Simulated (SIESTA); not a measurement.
## HfN under changes of volume

One of the cells (15.089 Å³/atom); the others are scaled copies at fixed shape and fractional positions:

```
Hf N
1.0
     0.00000    2.47108    2.47108
     2.47108    0.00000    2.47108
     2.47108    2.47108    0.00000
Hf N
1 1
Direct
  0.00000 0.00000 0.00000
  0.25000 0.25000 0.25000
```

The cell comes from a database or a generator and needn't be the stable form of this composition.

| Property | Result |
| --- | --- |
| Program | SIESTA 5.4.2 |
| Functional | PBEsol |
| Potentials or basis | PseudoDojo 0.4 standard (PBEsol files) |
| Basis | DZP (energy shift 0.003 Ry; two zetas on semicore shells) |
| Grid cutoff | 800 Ry |
| Energy shift | 0.003 Ry |
| k mesh | 9 × 9 × 9 |
| Occupations | fermi-dirac, width 0.05 eV |
| Spin | no spin polarisation |

| volume (Å³/atom) | energy over the lowest point (meV/atom) | pressure (GPa) |
| --- | --- | --- |
| 13.906 | ? | ? |
| 14.201 | 5.48 | 5.3 |
| 14.497 | 0.00 | 0.8 |
| 15.089 | 12.09 | -6.9 |
| 15.385 | 27.96 | -10.1 |
| 15.681 | 49.43 | -13.0 |

What does the run at 13.906 Å³/atom give?

Energy over the lowest point 19.80 meV/atom; pressure 10.3 GPa.

Worked out: A Birch-Murnaghan fit of order 3 (a polynomial in V^(-2/3)) to the other rows has its minimum at 14.55 Å³/atom with B0 = V·E''(V) = 208 GPa and B' = 4.8. It gives 19.88 meV/atom at 13.906 Å³/atom, against the run's 19.80, and -dE/dV = 10.4 GPa, against 10.3.

Energies are extrapolated to zero smearing.

Caveats: short orbitals over semicore shells can move pressures by several GPa; the basis of atomic orbitals isn't converged, which shifts pressures, moduli and gaps.
